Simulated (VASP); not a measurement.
I, 1 atom in the cell. The structure is monoclinic, space group C2/m (No. 12). The conventional cell has a = 5.143 Å, b = 7.511 Å, c = 2.918 Å, α = 90.00°, β = 124.24°, γ = 90.00°. Around I (site symmetry 2/m) lie 2 I at 2.92 Å.  The cell isn't the ideal one: volume scaled by 1.04.

| Quantity | Value |
| --- | --- |
| Program | VASP 6.6.1 |
| Task | RPA correlation energy |
| Functional | PBE |
| Potentials or basis | VASP PAW PBE potentials, release 64 (I_GW) |
| Cutoff | 350 eV |
| k mesh | 3 × 3 × 5 |
| Occupations | gaussian, width 0.05 eV |
| Spin | no spin polarisation |
| Cutoff of the response function | 200 |
| Frequency points | 12 |
| Further INCAR settings | ALGO = ACFDT; EDIFF = 1e-08; NBANDS = 702 |

Potentials or basis: VASP PAW PBE potentials, release 64 (I_GW).

Launch:

```bash
$ cat potpaw_PBE.64/I_GW/POTCAR > POTCAR
$ cp INCAR.step1 INCAR
$ mpirun -np 1 vasp_std > vasp.out
$ cp INCAR.step2 INCAR
$ mpirun -np 1 vasp_std > vasp.out
$ cp INCAR.step3 INCAR
$ mpirun -np 1 vasp_std > vasp.out
$ cp INCAR.step4 INCAR
$ mpirun -np 1 vasp_std > vasp.out
```

Hardware: 1 thread of Intel(R) Xeon(R) 6975P-C (Granite Rapids), with other jobs on the host.

**Question.** How long does it take, and how much memory?

**Answer.** Wall time 6 min on 1 thread of Intel(R) Xeon(R) 6975P-C (Granite Rapids), on a shared host, peak memory 0.58 GiB. Counts: scf iterations 0, k points 16.
